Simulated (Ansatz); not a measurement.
Suppose MgS takes space group P6_3mc (No. 186), with Mg on 2a and 2b; S on 2a and 2b. A trial structure of MgS was built thus: 4-connected net, two elements alternating.

The calculation used DFT PBE, scalar-relativistic, plane waves, PAW (Ansatz). Cutoff 420 eV, Γ-centred mesh, Gaussian smearing, no spin polarisation.

The zero of energy is the elements' standard structures at the same level; no fitted shifts are applied.

Q: Predict the relaxed structure.

A:

Space group P6_3mc (No. 186). a = 4.041 Å, b = 4.041 Å, c = 13.080 Å, α = 90.00°, β = 90.00°, γ = 120.00°
| atom | site | symmetry | x | y | z |
| --- | --- | --- | --- | --- | --- |
| Mg | 2a | 3m. | 0.0000 | 0.0000 | 0.0949 |
| Mg | 2b | 3m. | 0.3333 | 0.6667 | 0.3440 |
| S | 2a | 3m. | 0.0000 | 0.0000 | 0.4057 |
| S | 2b | 3m. | 0.3333 | 0.6667 | 0.1555 |

Mg on its first site has 4 S at 2.46–2.47 Å; Mg on its second site is surrounded by 4 S at 2.47 Å; S on its first site has 4 Mg at 2.47 Å; S on its second site has 4 Mg at 2.46–2.47 Å. Another local minimum with the same sites may exist.

Q: And its energy and gap?

A: The formation energy is −1.434 eV/atom and the gap on the 6×6×2 mesh of the 8-atom cell is 3.37 eV. A negative formation energy is needed for stability but isn't enough: competing phases decide.

The last run used Gaussian smearing of 0.02 eV. Kohn–Sham gaps at this level usually fall short of measured ones. The reference form of S is held partly by dispersion forces, which this level lacks. A later test with randomly moved atoms came back to the same energy, though modes that don't fit the test's cell weren't probed.
